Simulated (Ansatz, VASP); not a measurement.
**InAs: VASP beside Ansatz**

File INCAR:

```
SYSTEM = InAs
PREC = Accurate
ENCUT = 520
EDIFF = 1E-7
ISMEAR = 0
SIGMA = 0.022
LREAL = .False.
LASPH = .True.
NELM = 100
ALGO = Normal
ISIF = 2
LWAVE = .False.
LCHARG = .False.
GGA = PE
```

Contents of KPOINTS:

```
regular mesh
0
Gamma
  8 8 8
  0 0 0
```

File POSCAR:

```
InAs
1.0
    0.0000000000      3.0180000000      3.0180000000
    3.0180000000      0.0000000000      3.0180000000
    3.0180000000      3.0180000000      0.0000000000
In As
1 1
Direct
    0.0000000000      0.0000000000      0.0000000000
    0.7500000000      0.7500000000      0.7500000000
```

input.yaml

```yaml
crystal:
  lattice:
    - [0.0, 3.018, 3.018]
    - [3.018, 0.0, 3.018]
    - [3.018, 3.018, 0.0]
  atoms:
    - { symbol: In, position: [0.0, 0.0, 0.0] }
    - { symbol: As, position: [0.75, 0.75, 0.75] }
hamiltonian:
  xc: pbe
  pseudopotentials: { kind: paw }
kpoints:
  mp_grid: { grid: [8, 8, 8] }
scf:
  occupations: { method: gaussian, width: 0.022 }
output:
  forces: true
  stress: true
  eigenvalues: true
  write_density: true
  write_potential: true
  elf: true
  volumetric_format: npy
```

Alike in both runs: task single point; functional PBE; k mesh 8 × 8 × 8; occupations gaussian, width 0.022 eV; no spin polarisation.

```csv
,VASP,Ansatz
version,VASP 6.6.1,Ansatz 0.2.0
potentials or method,"VASP PAW PBE potentials, release 64 (In_d, As)",Ansatz PAW
plane-wave cutoff (eV),520,420
valence electrons in the cell,18,28
```

|  | VASP | Ansatz | Ansatz less VASP |
| --- | --- | --- | --- |
| gap on the k mesh at the Fermi level (eV) | none | none | - |
| pressure (GPa) | 4.4 | 4.3 | -0.07 |

A gap of «none» marks a metal or a gap that the smearing closes. The functional is the same, so the differences come from potentials, cutoffs and numerics. The two sets of potentials don't hold the same shells in valence.

Caveats: this crystal is a semiconductor, whose small gap the functional closes, so the metal is an error of the method.
